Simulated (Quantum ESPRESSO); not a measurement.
**Br: zone-centre phonons under several settings**

```
Br
1.0
     3.36325   -2.32255    0.00000
     3.36325    2.32255    0.00000
     0.00000    0.00000    8.70230
Br
4
Direct
  0.36510 0.63490 0.39010
  0.13490 0.86510 0.89010
  0.63490 0.36510 0.60990
  0.86510 0.13490 0.10990
```

All runs used Quantum ESPRESSO 7.5; relaxed cell; no spin polarisation; cutoff 626 eV; occupations smeared at first, fixed for the response.

```tsv
level	potentials	k mesh (s: shifted)	volume (Å³/atom)	pressure (GPa)	lowest optical mode without the field (cm⁻¹)	highest optical mode without the field (cm⁻¹)	sum of the Born charges (e)
PBE+D2	PseudoDojo 0.4.1 SR PBE standard	4 × 4 × 2s	?	0.0	?	?	?
PBE	Ansatz NC SR PBE	6 × 6 × 3	37.50	0.1	48i	248	-0.01
```

Task: What stands in the row left open?

Result: Volume 30.34 Å³/atom; lowest optical mode without the field 54i cm⁻¹; highest optical mode without the field 249 cm⁻¹; sum of the Born charges 0.15 e.

Values marked i are imaginary: the cell is unstable against those modes at that level, or the meshes are too thin.

Caveats: some modes are imaginary; this smearing can shift energies of a crystal with a gap; on a mesh that holds Γ this program's dielectric tensor can be off by some percent beyond the error of the mesh (some runs).

For the row left open. Caveat: the mesh is thin for the dielectric tensor, Born charges and intensities, which usually come out too large; some modes are imaginary; this smearing can shift energies of a crystal with a gap; the Born charges break their sum rule by 0.15 e, a sign of too thin a mesh.
